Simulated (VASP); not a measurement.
All values below come from PBE GGA, VASP's PBE PAW potentials (set 64) (plane waves; VASP).

VASP ran on this input.

### KPOINTS
```
Automatic mesh
0
Gamma
4 5 1
0 0 0
```

INCAR:
```
ALGO = Normal
DIPOL = 0.5 0.5 0.5
EDIFF = 1E-5
EDIFFG = -0.03
ENCUT = 400
GGA = PE
IBRION = 2
IDIPOL = 3
ISIF = 2
ISMEAR = 0
LASPH = .TRUE.
LCHARG = .FALSE.
LDIPOL = .TRUE.
LMAXMIX = 4
LREAL = .FALSE.
LWAVE = .TRUE.
NELM = 100
NELMIN = 4
NSW = 50
PREC = Normal
SIGMA = 0.05
SYSTEM = AlSb(110) slab
```

**POSCAR**
```
AlSb(110) slab
1
    6.2320013852    -0.0000000000    -0.0000000000
   -0.0000000000     4.4066908088     0.0000000000
    0.0000000000     0.0000000000    28.4448304958
Al Sb
6 6
Direct
  0.0000000000   0.0000000000   0.6936510000
  0.5000000000   0.5000000000   0.6161900000
  0.0000000000   0.0000000000   0.5387300000
  0.5000000000   0.5000000000   0.4612700000
  0.0000000000   0.0000000000   0.3838100000
  0.5000000000   0.5000000000   0.3063490000
  0.2500000000   0.0000000000   0.6161900000
  0.7500000000   0.5000000000   0.6936510000
  0.2500000000   0.0000000000   0.4612700000
  0.7500000000   0.5000000000   0.5387300000
  0.2500000000   0.0000000000   0.3063490000
  0.7500000000   0.5000000000   0.3838100000
```

POTCAR, in this order: Al Sb (PBE.64 set). Program: vasp_std.

What VASP printed:

### OUTCAR
```
 ion  position               nearest neighbor table
   1  0.000  0.000  0.694-   8 2.70   8 2.70   7 2.70
   2  0.500  0.500  0.616-  10 2.70   7 2.70   7 2.70   8 2.70
   3  0.000  0.000  0.539-   7 2.70   9 2.70  10 2.70  10 2.70
   4  0.500  0.500  0.461-  10 2.70  12 2.70   9 2.70   9 2.70
   5  0.000  0.000  0.384-   9 2.70  12 2.70  12 2.70  11 2.70
   6  0.500  0.500  0.306-  11 2.70  11 2.70  12 2.70
   7  0.250  0.000  0.616-   3 2.70   2 2.70   2 2.70   1 2.70
   8  0.750  0.500  0.694-   1 2.70   1 2.70   2 2.70
   9  0.250  0.000  0.461-   3 2.70   5 2.70   4 2.70   4 2.70
  10  0.750  0.500  0.539-   2 2.70   4 2.70   3 2.70   3 2.70
  11  0.250  0.000  0.306-   6 2.70   6 2.70   5 2.70
  12  0.750  0.500  0.384-   4 2.70   5 2.70   5 2.70   6 2.70
  LATTYP: Found a simple orthorhombic cell.
 ALAT       =     4.4066908088
 B/A-ratio  =     1.4142134440
 C/A-ratio  =     6.4549186067
 Subroutine PRICEL returns:
 Original cell was already a primitive cell.
 Subroutine GETGRP returns: Found  4 space group operations
The static configuration has the point symmetry C_1h.
 The point group associated with its full space group is C_2v.
The dynamic configuration has the point symmetry C_1h.
 Subroutine INISYM returns: Found  4 space group operations
 Subroutine IBZKPT returns following result:
 Found      9 irreducible k-points:

 Following reciprocal coordinates:
            Coordinates               Weight
  0.000000  0.000000  0.000000      1.000000
  0.250000  0.000000  0.000000      2.000000
  0.500000  0.000000  0.000000      1.000000
  0.000000  0.200000  0.000000      2.000000
  0.250000  0.200000  0.000000      4.000000
  0.500000  0.200000  0.000000      2.000000
  0.000000  0.400000  0.000000      2.000000
  0.250000  0.400000  0.000000      4.000000
  0.500000  0.400000  0.000000      2.000000
   k-points           NKPTS =      9   k-points in BZ     NKDIM =      9   number of bands    NBANDS=     31
   number of dos      NEDOS =    301   number of ions     NIONS =     12
...
```

**OSZICAR**
```
...
       N       E                     dE             d eps       ncg     rms          rms(c)
DAV:   1    -0.471934327305E+02   -0.13601E+00   -0.15259E+01   558   0.176E+01    0.108E+00
DAV:   2    -0.472575487949E+02   -0.64116E-01   -0.84581E-01   692   0.360E+00    0.572E-01
DAV:   3    -0.472624195246E+02   -0.48707E-02   -0.50957E-02   736   0.101E+00    0.392E-01
DAV:   4    -0.472635130649E+02   -0.10935E-02   -0.29787E-03   852   0.256E-01    0.286E-01
DAV:   5    -0.472649563872E+02   -0.14433E-02   -0.16615E-03   614   0.175E-01    0.729E-02
DAV:   6    -0.472651898333E+02   -0.23345E-03   -0.32459E-04   732   0.737E-02    0.679E-02
DAV:   7    -0.472652410298E+02   -0.51196E-04   -0.73251E-05   643   0.348E-02    0.224E-02
DAV:   8    -0.472652737744E+02   -0.32745E-04   -0.30464E-05   577   0.196E-02    0.151E-02
DAV:   9    -0.472652885085E+02   -0.14734E-04   -0.28308E-06   398   0.862E-03    0.619E-03
DAV:  10    -0.472653058080E+02   -0.17299E-04   -0.48990E-06   384   0.840E-03    0.292E-03
DAV:  11    -0.472653082687E+02   -0.24608E-05   -0.75938E-07   384   0.437E-03
   6 F= -.47265308E+02 E0= -.47265308E+02  d E =-.495491E+00
       N       E                     dE             d eps       ncg     rms          rms(c)
DAV:   1    -0.473039608132E+02   -0.38655E-01   -0.25784E+00   579   0.675E+00    0.489E-01
DAV:   2    -0.473186019002E+02   -0.14641E-01   -0.16670E-01   684   0.150E+00    0.171E-01
DAV:   3    -0.473180820128E+02    0.51989E-03   -0.51611E-03   775   0.338E-01    0.112E-01
DAV:   4    -0.473180042487E+02    0.77764E-04   -0.73495E-04   700   0.116E-01    0.509E-02
DAV:   5    -0.473180296114E+02   -0.25363E-04   -0.13387E-04   749   0.480E-02    0.189E-02
DAV:   6    -0.473180330649E+02   -0.34536E-05   -0.89960E-06   440   0.148E-02
   7 F= -.47318033E+02 E0= -.47318033E+02  d E =-.527248E-01
       N       E                     dE             d eps       ncg     rms          rms(c)
DAV:   1    -0.473189163341E+02   -0.88672E-03   -0.94843E-02   579   0.130E+00    0.927E-02
DAV:   2    -0.473194643285E+02   -0.54799E-03   -0.61625E-03   684   0.289E-01    0.324E-02
DAV:   3    -0.473194472192E+02    0.17109E-04   -0.18853E-04   783   0.647E-02    0.221E-02
DAV:   4    -0.473194452368E+02    0.19823E-05   -0.24236E-05   486   0.222E-02
   8 F= -.47319445E+02 E0= -.47319445E+02  d E =-.541370E-01
       N       E                     dE             d eps       ncg     rms          rms(c)
DAV:   1    -0.473381647948E+02   -0.18718E-01   -0.47400E-01   558   0.318E+00    0.201E-01
DAV:   2    -0.473401550572E+02   -0.19903E-02   -0.22093E-02   684   0.601E-01    0.792E-02
DAV:   3    -0.473401812649E+02   -0.26208E-04   -0.93347E-04   815   0.148E-01    0.632E-02
DAV:   4    -0.473402068619E+02   -0.25597E-04   -0.73831E-05   692   0.396E-02    0.295E-02
DAV:   5    -0.473402217918E+02   -0.14930E-04   -0.23010E-05   470   0.237E-02    0.771E-03
DAV:   6    -0.473402232850E+02   -0.14932E-05   -0.60950E-06   391   0.124E-02
   9 F= -.47340223E+02 E0= -.47340223E+02  d E =-.207780E-01
       N       E                     dE             d eps       ncg     rms          rms(c)
DAV:   1    -0.473467785649E+02   -0.65568E-02   -0.78133E-01   565   0.409E+00    0.263E-01
DAV:   2    -0.473501063716E+02   -0.33278E-02   -0.37015E-02   684   0.778E-01    0.103E-01
DAV:   3    -0.473501468750E+02   -0.40503E-04   -0.15544E-03   822   0.192E-01    0.835E-02
DAV:   4    -0.473501864356E+02   -0.39561E-04   -0.12329E-04   692   0.511E-02    0.388E-02
DAV:   5    -0.473502113773E+02   -0.24942E-04   -0.45797E-05   670   0.311E-02    0.114E-02
DAV:   6    -0.473502133810E+02   -0.20037E-05   -0.60953E-06   398   0.119E-02
  10 F= -.47350213E+02 E0= -.47350213E+02  d E =-.307681E-01
       N       E                     dE             d eps       ncg     rms          rms(c)
DAV:   1    -0.473618826108E+02   -0.11671E-01   -0.54836E-01   558   0.348E+00    0.231E-01
DAV:   2    -0.473642126626E+02   -0.23301E-02   -0.25710E-02   684   0.646E-01    0.933E-02
DAV:   3    -0.473642858821E+02   -0.73219E-04   -0.11014E-03   807   0.164E-01    0.699E-02
DAV:   4    -0.473643056627E+02   -0.19781E-04   -0.97586E-05   716   0.421E-02    0.350E-02
DAV:   5    -0.473643224647E+02   -0.16802E-04   -0.48660E-05   641   0.312E-02    0.145E-02
DAV:   6    -0.473643266984E+02   -0.42337E-05   -0.64212E-06   377   0.116E-02
  11 F= -.47364327E+02 E0= -.47364327E+02  d E =-.141133E-01
       N       E                     dE             d eps       ncg     rms          rms(c)
DAV:   1    -0.473659660290E+02   -0.16436E-02   -0.23360E-01   558   0.227E+00    0.149E-01
DAV:   2    -0.473669584581E+02   -0.99243E-03   -0.10921E-02   684   0.421E-01    0.600E-02
DAV:   3    -0.473669906146E+02   -0.32156E-04   -0.46685E-04   807   0.107E-01    0.452E-02
DAV:   4    -0.473670004892E+02   -0.98746E-05   -0.40248E-05   668   0.274E-02
  12 F= -.47367000E+02 E0= -.47367000E+02  d E =-.167871E-01
       N       E                     dE             d eps       ncg     rms          rms(c)
DAV:   1    -0.473685845167E+02   -0.15939E-02   -0.67945E-01   558   0.361E+00    0.237E-01
DAV:   2    -0.473722349564E+02   -0.36504E-02   -0.41878E-02   670   0.769E-01    0.987E-02
DAV:   3    -0.473721912145E+02    0.43742E-04   -0.15139E-03   830   0.188E-01    0.699E-02
DAV:   4    -0.473722161873E+02   -0.24973E-04   -0.19614E-04   685   0.609E-02    0.328E-02
DAV:   5    -0.473722306267E+02   -0.14439E-04   -0.29355E-05   526   0.241E-02    0.142E-02
DAV:   6    -0.473722412499E+02   -0.10623E-04   -0.11381E-05   419   0.164E-02    0.534E-03
DAV:   7    -0.473722454480E+02   -0.41981E-05   -0.40830E-06   349   0.101E-02
  13 F= -.47372245E+02 E0= -.47372245E+02  d E =-.524496E-02
       N       E                     dE             d eps       ncg     rms          rms(c)
DAV:   1    -0.473723050096E+02   -0.63760E-04   -0.10858E-02   558   0.457E-01    0.307E-02
DAV:   2    -0.473723644240E+02   -0.59414E-04   -0.67487E-04   670   0.975E-02    0.135E-02
DAV:   3    -0.473723641588E+02    0.26518E-06   -0.22610E-05   536   0.241E-02    0.896E-03
DAV:   4    -0.473723650386E+02   -0.87976E-06   -0.62715E-06   321   0.118E-02
  14 F= -.47372365E+02 E0= -.47372365E+02  d E =-.536455E-02
       N       E                     dE             d eps       ncg     rms          rms(c)
DAV:   1    -0.473736039556E+02   -0.12398E-02   -0.78948E-02   558   0.126E+00    0.988E-02
DAV:   2    -0.473740077275E+02   -0.40377E-03   -0.43977E-03   684   0.261E-01    0.350E-02
DAV:   3    -0.473740087106E+02   -0.98314E-06   -0.17660E-04   822   0.665E-02    0.295E-02
DAV:   4    -0.473740119216E+02   -0.32110E-05   -0.21941E-05   493   0.207E-02
  15 F= -.47374012E+02 E0= -.47374012E+02  d E =-.164688E-02
       N       E                     dE             d eps       ncg     rms          rms(c)
DAV:   1    -0.473740931984E+02   -0.84488E-04   -0.13042E-02   558   0.511E-01    0.475E-02
DAV:   2    -0.473741587525E+02   -0.65554E-04   -0.71397E-04   684   0.106E-01    0.161E-02
DAV:   3    -0.473741599315E+02   -0.11791E-05   -0.26594E-05   495   0.284E-02    0.881E-03
DAV:   4    -0.473741616746E+02   -0.17431E-05   -0.96970E-06   363   0.163E-02
  16 F= -.47374162E+02 E0= -.47374162E+02  d E =-.179664E-02
       N       E                     dE             d eps       ncg     rms          rms(c)
DAV:   1    -0.473743448320E+02   -0.18490E-03   -0.47871E-02   558   0.956E-01    0.637E-02
DAV:   2    -0.473746333218E+02   -0.28849E-03   -0.30964E-03   684   0.205E-01    0.267E-02
DAV:   3    -0.473746296850E+02    0.36368E-05   -0.10142E-04   730   0.497E-02    0.197E-02
DAV:   4    -0.473746303006E+02   -0.61562E-06   -0.13642E-05   433   0.165E-02
  17 F= -.47374630E+02 E0= -.47374630E+02  d E =-.468626E-03
```

File OUTCAR:
```
------------------------ aborting loop because EDIFF is reached ----------------------------------------
  FORCE on cell =-STRESS in cart. coord.  units (eV):
  Direction    XX          YY          ZZ          XY          YZ          ZX
  --------------------------------------------------------------------------------------
  Total       -1.4977405     -2.2227014     -0.5016944      0.0000000      0.0000000      0.0000000
  in kB       -3.0718760     -4.5587758     -1.0289787      0.0000000      0.0000000      0.0000000
  external PRESSURE =      -2.8865435 kB  Pullay stress =       0.0000000 kB
  volume of cell :      781.17
      direct lattice vectors                 reciprocal lattice vectors
     6.232001385  0.000000000  0.000000000     0.160462095  0.000000000  0.000000000
     0.000000000  4.406690809  0.000000000     0.000000000  0.226927652  0.000000000
     0.000000000  0.000000000 28.444830496     0.000000000  0.000000000  0.035155773
 POSITION                                       TOTAL-FORCE (eV/Angst)
 -----------------------------------------------------------------------------------
      5.84504      0.00000     19.17120         0.010314      0.000000     -0.020863
      3.26190      2.20335     17.64917        -0.002275      0.000000      0.002179
      0.10743      0.00000     15.27958         0.011946      0.000000      0.009885
      3.22343      2.20335     13.16525         0.011946      0.000000     -0.009885
      0.14590      0.00000     10.79566        -0.002275      0.000000     -0.002179
      2.72904      2.20335      9.27363         0.010314      0.000000      0.020863
      1.69299      0.00000     17.49046        -0.023372      0.000000     -0.000640
      4.57848      2.20335     20.01919         0.009458      0.000000     -0.021889
      1.65216      0.00000     13.06406        -0.006071      0.000000      0.011589
      4.76816      2.20335     15.38077        -0.006071      0.000000     -0.011589
      1.46248      0.00000      8.42564         0.009458      0.000000      0.021889
      4.80899      2.20335     10.95437        -0.023372      0.000000      0.000640
 -----------------------------------------------------------------------------------
    total drift:                               -0.000071     -0.000000     -0.000004
  FREE ENERGIE OF THE ION-ELECTRON SYSTEM (eV)
  ---------------------------------------------------
  free  energy   TOTEN  =       -47.3746303006 eV

  energy  without entropy=      -47.3746303006  energy(sigma->0) =      -47.37463030

 reached required accuracy - stopping structural energy minimisation
```
(Selected blocks of OUTCAR.)

### CONTCAR
```
AlSb(110) slab
   1.00000000000000
     6.2320013852000002    0.0000000000000000    0.0000000000000000
     0.0000000000000000    4.4066908087999996    0.0000000000000000
     0.0000000000000000    0.0000000000000000   28.4448304958000016
  Al              Sb
     6     6
Direct
     0.9379075845152315    0.0000000000000000    0.6739782931468438
     0.5234115537916180    0.5000000000000000    0.6204700631252197
     0.0172382290716186    0.0000000000000000    0.5371655705924776
     0.5172382290716185    0.5000000000000000    0.4628344294075225
     0.0234115537916178    0.0000000000000000    0.3795299368747804
     0.4379075845152315    0.5000000000000000    0.3260217068531562
     0.2716611814302166    0.0000000000000000    0.6148905668243279
     0.7346719747164075    0.5000000000000000    0.7037899948439089
     0.2651094764749079    0.0000000000000000    0.4592771376461028
     0.7651094764749078    0.5000000000000000    0.5407228623538968
     0.2346719747164076    0.0000000000000000    0.2962100051560910
     0.7716611814302163    0.5000000000000000    0.3851094331756722
```

File OUTCAR:
```
 val. band max:       -0.5362267860   @ k =   0.0000   0.0000   0.0000

 cond. band min:       0.2478686796   @ k =   0.0000   0.4000   0.0000


 Fermi energy:        -0.3019623393

 k-point     1 :       0.0000    0.0000    0.0000
  band No.  band energies     occupation
      1     -10.8395      2.00000
      2     -10.4717      2.00000
      3      -9.8622      2.00000
      4      -9.3834      2.00000
      5      -9.1164      2.00000
      6      -9.0818      2.00000
      7      -5.7840      2.00000
      8      -5.4689      2.00000
      9      -4.7174      2.00000
     10      -4.2251      2.00000
     11      -3.4067      2.00000
     12      -3.2362      2.00000
     13      -3.1074      2.00000
     14      -2.5600      2.00000
     15      -2.4741      2.00000
     16      -2.1615      2.00000
     17      -2.0852      2.00000
     18      -1.7703      2.00000
     19      -1.6266      2.00000
     20      -1.1353      2.00000
     21      -0.9564      2.00000
     22      -0.8526      2.00000
     23      -0.7390      2.00000
     24      -0.5362      2.00000
     25       0.7452      0.00000
     26       0.9106      0.00000
     27       0.9579      0.00000
     28       1.0904      0.00000
     29       1.5712      0.00000
     30       1.8891      0.00000
     31       1.9016      0.00000

 k-point     2 :       0.2500    0.0000    0.0000
  band No.  band energies     occupation
      1     -10.6630      2.00000
      2     -10.3190      2.00000
      3      -9.7884      2.00000
      4      -9.5071      2.00000
      5      -9.3969      2.00000
      6      -9.3565      2.00000
      7      -5.5051      2.00000
      8      -5.2945      2.00000
      9      -5.1010      2.00000
     10      -4.3130      2.00000
     11      -3.6155      2.00000
     12      -2.9679      2.00000
     13      -2.6440      2.00000
     14      -2.5416      2.00000
     15      -2.2838      2.00000
     16      -2.0020      2.00000
     17      -1.7745      2.00000
...
```

Unless said otherwise, spin-orbit coupling is left out, though it shifts the bands of the heavy elements here.

The cell is a thin slab with vacuum, built from AlSb (zinc blende): (110) face.
